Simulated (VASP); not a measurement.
# FeSi (P2_13) in VASP: phonons with r2SCAN

Aim: the phonons of FeSi with r2SCAN.

All numbers are computed with VASP 6.6.1; they aren't measurements. Logs are shortened: lines on timing, memory, paths and dates and some standing lists are left out, and cuts for length are marked.

## (1) The crystal as given

It takes space group P2_13 (No. 198, cubic). The conventional cell has a = 4.551 Å, b = 4.551 Å, c = 4.551 Å, α = 90.00°, β = 90.00°, γ = 90.00°. Around Fe (site symmetry 3) lie 7 Si at 2.32 to 2.55 Å. Around Si (site symmetry 3) lie 7 Fe at 2.32 to 2.55 Å.

## (2) Phonons, r2SCAN

File POSCAR:

```
FeSi
1.0
    4.5507000000      0.0000000000      0.0000000000
    0.0000000000      4.5507000000      0.0000000000
    0.0000000000      0.0000000000      4.5507000000
Fe Si
4 4
Direct
    0.1365200000      0.1365200000      0.1365200000
    0.3634800000      0.8634800000      0.6365200000
    0.6365200000      0.3634800000      0.8634800000
    0.8634800000      0.6365200000      0.3634800000
    0.8424000000      0.8424000000      0.8424000000
    0.6576000000      0.1576000000      0.3424000000
    0.3424000000      0.6576000000      0.1576000000
    0.1576000000      0.3424000000      0.6576000000
```

File INCAR.step1:

```
SYSTEM = FeSi
PREC = Accurate
ENCUT = 600
EDIFF = 1E-8
ISMEAR = -1
SIGMA = 0.01
LREAL = .False.
LASPH = .True.
NELM = 100
ALGO = Normal
ISIF = 3
LWAVE = .False.
LCHARG = .False.
METAGGA = R2SCAN
LMIXTAU = .True.
IBRION = 2
NSW = 40
EDIFFG = -0.002
```

File INCAR.step2:

```
SYSTEM = FeSi
PREC = Accurate
ENCUT = 600
EDIFF = 1E-8
ISMEAR = -1
SIGMA = 0.01
LREAL = .False.
LASPH = .True.
NELM = 100
ALGO = Normal
ISIF = 2
LWAVE = .False.
LCHARG = .False.
METAGGA = R2SCAN
LMIXTAU = .True.
IBRION = 6
NFREE = 2
POTIM = 0.015
NSW = 1
```

File KPOINTS:

```
Automatic mesh
0
Gamma
  6 6 6
  0 0 0
```

Potentials or basis: VASP PAW PBE potentials, release 64 (Fe, Si).

Command:

```sh
$ cat potpaw_PBE.64/Fe/POTCAR potpaw_PBE.64/Si/POTCAR > POTCAR
$ cp INCAR.step1 INCAR
$ mpirun -np 1 vasp_std > vasp.out
$ cp CONTCAR POSCAR
$ cp INCAR.step2 INCAR
$ mpirun -np 1 vasp_std > vasp.out
```

OUTCAR:

```text
SYSTEM = FeSi
   PREC = Accurate
   ENCUT = 600
   EDIFF = 1E-8
   ISMEAR = -1
   LREAL = .False.
   LASPH = .True.
   NELM = 100
   ISIF = 2
   METAGGA = R2SCAN
   IBRION = 6
   NFREE = 2
   POTIM = 0.015
   NSW = 1

 ion  position               nearest neighbor table
   1  0.137  0.137  0.137-   5 2.26   6 2.29   7 2.29   8 2.29   8 2.47   7 2.47   6 2.47   3 2.70
                             4 2.70   2 2.70   2 2.70   4 2.70   3 2.70
   2  0.363  0.863  0.637-   6 2.26   5 2.29   7 2.29   8 2.29   7 2.47   8 2.47   5 2.47   1 2.70
                             1 2.70   3 2.70   3 2.70   4 2.70   4 2.70
   3  0.637  0.363  0.863-   7 2.26   6 2.29   5 2.29   8 2.29   6 2.47   8 2.47   5 2.47   1 2.70
                             4 2.70   2 2.70   2 2.70   4 2.70   1 2.70
   4  0.863  0.637  0.363-   8 2.26   6 2.29   7 2.29   5 2.29   5 2.47   6 2.47   7 2.47   1 2.70
                             3 2.70   2 2.70   1 2.70   2 2.70   3 2.70
   5  0.841  0.841  0.841-   1 2.26   2 2.29   3 2.29   4 2.29   4 2.47   3 2.47   2 2.47   6 2.73
                             7 2.73   8 2.73   6 2.73   8 2.73   7 2.73
   6  0.659  0.159  0.341-   2 2.26   1 2.29   3 2.29   4 2.29   3 2.47   4 2.47   1 2.47   8 2.73
                             5 2.73   5 2.73   7 2.73   7 2.73   8 2.73
   7  0.341  0.659  0.159-   3 2.26   2 2.29   1 2.29   4 2.29   2 2.47   4 2.47   1 2.47   8 2.73
                             5 2.73   8 2.73   6 2.73   6 2.73   5 2.73
   8  0.159  0.341  0.659-   4 2.26   2 2.29   3 2.29   1 2.29   1 2.47   2 2.47   3 2.47   7 2.73
                             5 2.73   7 2.73   5 2.73   6 2.73   6 2.73

  LATTYP: Found a simple cubic cell.
 ALAT       =     4.4046483674

  Lattice vectors:

 A1 = (   4.4046483674,   0.0000000000,   0.0000000000)
 A2 = (   0.0000000000,   4.4046483674,   0.0000000000)
 A3 = (   0.0000000000,   0.0000000000,   4.4046483674)

Analysis of symmetry for initial positions (statically):
=====================================================================
 Subroutine PRICEL returns:
 Original cell was already a primitive cell.

 Routine SETGRP: Setting up the symmetry group for a
 simple cubic supercell.

 Subroutine GETGRP returns: Found 12 space group operations
 (whereof  3 operations were pure point group operations)
 out of a pool of 48 trial point group operations.

The static configuration has the point symmetry C_3 .
 The point group associated with its full space group is T   .

Analysis of symmetry for dynamics (positions and initial velocities):
=====================================================================
 Subroutine PRICEL returns:
 Original cell was already a primitive cell.

 Routine SETGRP: Setting up the symmetry group for a
 simple cubic supercell.

 Subroutine GETGRP returns: Found 12 space group operations
 (whereof  3 operations were pure point group operations)
 out of a pool of 48 trial point group operations.

The dynamic configuration has the point symmetry C_3 .
 The point group associated with its full space group is T   .

 Subroutine INISYM returns: Found 12 space group operations
 (whereof  3 operations are pure point group operations),
 and found     1 'primitive' translations

----------------------------------------------------------------------------------------

                                     Primitive cell

  volume of cell :      85.4543

  direct lattice vectors                    reciprocal lattice vectors
     4.404648367  0.000000000  0.000000000     0.227032879  0.000000000  0.000000000
     0.000000000  4.404648367  0.000000000     0.000000000  0.227032879  0.000000000
     0.000000000  0.000000000  4.404648367     0.000000000  0.000000000  0.227032879

  length of vectors
     4.404648367  4.404648367  4.404648367     0.227032879  0.227032879  0.227032879

[... 109 lines left out ...]
   IMIX   =      4    mixing-type and parameters
     AMIX     =   0.40;   BMIX     =  1.00
     AMIX_MAG =   1.60;   BMIX_MAG =  1.00
  volume/ion in A,a.u.               =      10.68        72.08
  Fermi-wavevector in a.u.,A,eV,Ry     =   1.350757  2.552561 24.824447  1.824545
  Thomas-Fermi vector in A             =   2.478235
   LORBIT       =      0    0 simple, 1 ext, 2 COOP (PROOUT), +10 PAW based schemes
   METAGGA = R2SCAN    functional components
   LHFCALC =     F    Hartree Fock is set to
   AEXX    =    0.0000 exact exchange contribution
   IVDW    =     0    specifies the selected vdW correction
   LEPSILON=     F    determine dielectric tensor
   LRPA    =     F    only Hartree local field effects (RPA)
 finite differences with symmetry
 non-spin polarized calculation
  energy-cutoff  :      600.00
  volume of cell :       85.45
 maximum number of plane-waves:      2897
   NGX = 17   NGY = 17   NGZ = 17

--------------------------------------- Ionic step        1  -------------------------------------------

 number of electron      48.0000005 magnetization

 Free energy of the ion-electron system (eV)
  ---------------------------------------------------
  ext. energy  EPLUGINS =         0.00000000
  ---------------------------------------------------
  free energy    TOTEN  =       -94.76618391 eV

  energy without entropy =      -94.76618391  energy(sigma->0) =      -94.76618391

------------------------ aborting loop because EDIFF is reached ----------------------------------------

  FORCE on cell =-STRESS in cart. coord.  units (eV):
  Direction    XX          YY          ZZ          XY          YZ          ZX
  --------------------------------------------------------------------------------------
  -------------------------------------------------------------------------------------
  Total       -0.0000275     -0.0000275     -0.0000275      0.0000000      0.0000000      0.0000000
  in kB       -0.0005155     -0.0005155     -0.0005155      0.0000000      0.0000000      0.0000000
  external PRESSURE =      -0.0005155 kB  Pullay stress =       0.0000000 kB
[... 155 lines left out ...]
--------------------------------------- Ionic step        5  -------------------------------------------

 number of electron      48.0000005 magnetization

 Free energy of the ion-electron system (eV)
  ---------------------------------------------------
  ext. energy  EPLUGINS =         0.00000000
  ---------------------------------------------------
  free energy    TOTEN  =       -94.76463189 eV

  energy without entropy =      -94.76463189  energy(sigma->0) =      -94.76463189

 E-fermi :  10.1475     XC(G=0): -13.9748

 val. band max:        9.9945712553   @ k =   0.0000   0.3333   0.0000
 cond. band min:      10.3162155828   @ k =   0.0000  -0.3333   0.1667
 fundamental gap:      0.3216443275
 Fermi energy:        10.1475193514

 k-point     1 :       0.0000    0.0000    0.0000
  band No.  band energies     occupation
      1      -4.1999      2.00000
      2       1.5666      2.00000
      3       1.5855      2.00000
      4       1.6003      2.00000
      5       4.5099      2.00000
      6       4.5200      2.00000
[... 757 lines left out ...]
     28      10.7201      0.00000
     29      16.3163      0.00000

 [... further k-points ...]

------------------------ aborting loop because EDIFF is reached ----------------------------------------

  FORCE on cell =-STRESS in cart. coord.  units (eV):
  Direction    XX          YY          ZZ          XY          YZ          ZX
  --------------------------------------------------------------------------------------
  -------------------------------------------------------------------------------------
  Total        0.0655354      0.0080603     -0.0072559     -0.0219040     -0.0385236      0.0109969
  in kB        1.2287203      0.1511217     -0.1360412     -0.4106766     -0.7222776      0.2061809
  external PRESSURE =       0.4146003 kB  Pullay stress =       0.0000000 kB
[... 23 lines left out ...]
  FREE ENERGIE OF THE ION-ELECTRON SYSTEM (eV)
  ---------------------------------------------------
  free  energy   TOTEN  =       -94.7646318892 eV

  energy  without entropy=      -94.7646318854  energy(sigma->0) =      -94.76463189

 INTERNAL STRAIN TENSORS FROM DISPLACED ATOMS
 ============================================

 INTERNAL STRAIN TENSOR FOR ION    1 for displacements in x,y,z  (eV/Angst):
          X           Y           Z          XY          YZ          ZX
  --------------------------------------------------------------------------------
  x    -6.05495    -2.48264     1.25319    -1.74345    -2.59795    -1.02399
  y     1.25319    -6.05495    -2.48264    -1.02399    -1.74345    -2.59795
  z    -2.48264     1.25319    -6.05495    -2.59795    -1.02399    -1.74345

 INTERNAL STRAIN TENSOR FOR ION    8 for displacements in x,y,z  (eV/Angst):
          X           Y           Z          XY          YZ          ZX
  --------------------------------------------------------------------------------
  x     3.88447     0.32822    -0.68172     1.49369     2.59574     0.62288
  y     0.68172    -3.88447    -0.32822     0.62288    -1.49369     2.59574
  z     0.32822    -0.68172     3.88447     2.59574    -0.62288    -1.49369

 Eigenvectors and eigenvalues of the dynamical matrix
 ----------------------------------------------------

   1 f  =   14.660924 THz    92.117300 2PiTHz  489.035775 cm-1    60.632681 meV
             X         Y         Z           dx          dy          dz
      0.603279  0.603279  0.603279    -0.008589   -0.051843    0.193089
      1.599045  3.801369  2.805603     0.035673   -0.184938   -0.058580
      2.805603  1.599045  3.801369     0.205765    0.013040   -0.002016
      3.801369  2.805603  1.599045     0.161504   -0.120056    0.136524
      3.705036  3.705036  3.705036    -0.078818   -0.193521   -0.148350
      2.901936  0.699612  1.502712     0.159231    0.087001   -0.041353
      1.502712  2.901936  0.699612    -0.199269    0.155436    0.262868
      0.699612  1.502712  2.901936    -0.437318    0.435958   -0.452571
[... 243 lines left out ...]
  24 f/i=    0.001477 THz     0.009279 2PiTHz    0.049262 cm-1     0.006108 meV
             X         Y         Z           dx          dy          dz
      0.603279  0.603279  0.603279    -0.339308   -0.224991    0.025148
      1.599045  3.801369  2.805603    -0.339308   -0.224994    0.025186
      2.805603  1.599045  3.801369    -0.339283   -0.224993    0.025187
      3.801369  2.805603  1.599045    -0.339283   -0.224995    0.025147
      3.705036  3.705036  3.705036    -0.240551   -0.159530    0.017815
      2.901936  0.699612  1.502712    -0.240554   -0.159531    0.017869
      1.502712  2.901936  0.699612    -0.240537   -0.159487    0.017841
      0.699612  1.502712  2.901936    -0.240534   -0.159489    0.017844

 ELASTIC MODULI CONTR FROM IONIC RELAXATION (kBar)
 Direction    XX          YY          ZZ          XY          YZ          ZX
 --------------------------------------------------------------------------------
 XX        -290.1856    -37.7968    -37.7968     -0.0000     -0.0000     -0.0000
 YY         -37.7968   -290.1856    -37.7968     -0.0000     -0.0000     -0.0000
 ZZ         -37.7968    -37.7968   -290.1856     -0.0000     -0.0000      0.0000
 XY          -0.0000     -0.0000     -0.0000    -79.0287     -0.0000     -0.0000
 YZ          -0.0000      0.0000     -0.0000     -0.0000    -79.0287     -0.0000
 ZX          -0.0000     -0.0000      0.0000      0.0000     -0.0000    -79.0287
 --------------------------------------------------------------------------------
```

Wall time 65 min (1 thread of Intel Xeon 6975P-C (Granite Rapids), shared host); peak memory 0.56 GiB.

What came out:

| Item | Value |
| --- | --- |
| Relaxed volume | 10.68 Å³/atom |
| Relaxed cell | a = 4.405 Å, b = 4.405 Å, c = 4.405 Å, α = 90.00°, β = 90.00°, γ = 90.00° |
| Space group after relaxing (to 0.05 Å) | P2_13 (No. 198) |
| Highest phonon frequency at Γ, LO-TO splitting left out | 489 cm⁻¹ |

Step by step:
```
step  energy change (eV)  largest force (eV/Å)  pressure (GPa)  volume (Å³)
   1              0.0000                0.3071          -20.11        94.24
   2              0.6248                0.9799           43.21        75.48
   3             -0.6047                0.1211           -0.79        85.80
   4             -0.6053                0.1344           -0.15        85.59
   5             -0.6052                0.1451            0.36        85.42
   6             -0.6081                0.0513            0.39        85.37
   7             -0.6082                0.0287            0.40        85.35
   8             -0.6081                0.0067           -0.58        85.66
   9             -0.6084                0.0164           -0.05        85.49
  10             -0.6084                0.0161           -0.07        85.49
  11             -0.6085                0.0052           -0.02        85.47
  12             -0.6085                0.0042            0.00        85.46
  13             -0.6085                0.0030           -0.01        85.46
  14             -0.6085                0.0010            0.01        85.45
```

Final structure:
```
CELL_PARAMETERS angstrom
4.40465 0.00000 0.00000
0.00000 4.40465 0.00000
0.00000 0.00000 4.40465
ATOMIC_POSITIONS crystal
Fe 0.13696 0.13696 0.13696
Fe 0.36304 0.86304 0.63696
Fe 0.63696 0.36304 0.86304
Fe 0.86304 0.63696 0.36304
Si 0.84117 0.84117 0.84117
Si 0.65883 0.15883 0.34116
Si 0.34116 0.65883 0.15883
Si 0.15883 0.34116 0.65883
```

Phonon frequencies in cm⁻¹ (negative: imaginary):
```csv
q point,frequencies
"(0.000, 0.000, 0.000)",0 0 0 232 232 261 264 264 264 316 316 316 361 361 364 364 364 380 380 380 422 489 489 489
```

Caveat: the PAW data sets were made with another functional, which shifts forces and pressure a little.
